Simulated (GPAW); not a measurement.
The system is GaAs.

```
As Ga
1.0
     0.00000    2.82685    2.82685
     2.82685    0.00000    2.82685
     2.82685    2.82685    0.00000
As Ga
1 1
Direct
  0.25000 0.25000 0.25000
  0.00000 0.00000 0.00000
```

Base run:

```yaml
Program: GPAW 26.7.0
Functional: OLYP
Potentials_or_basis: PAW data sets generated in the run's folder for this functional
Cutoff: 600 eV
Basis: pw
k_mesh: 8 × 8 × 8
Occupations: fermi-dirac, width 0.05 eV
Spin: spin-orbit coupling, no magnetisation
```

Its results: band gap on the k mesh 0.75 eV, direct; pressure 5.4 GPa.

Problem. The run is repeated on the same cell with these changes: functional from OLYP to BLYP. What comes out?

Solution. Band gap on the k mesh 0.31 eV, direct; pressure 7.7 GPa.

Caveats: spin-orbit coupling was added after a scalar SCF, so levels and gaps hold it while energy, forces, pressure and moments don't; this program's spin-orbit splittings come out too wide for heavy elements.

Not every run made on this cell is shown here.
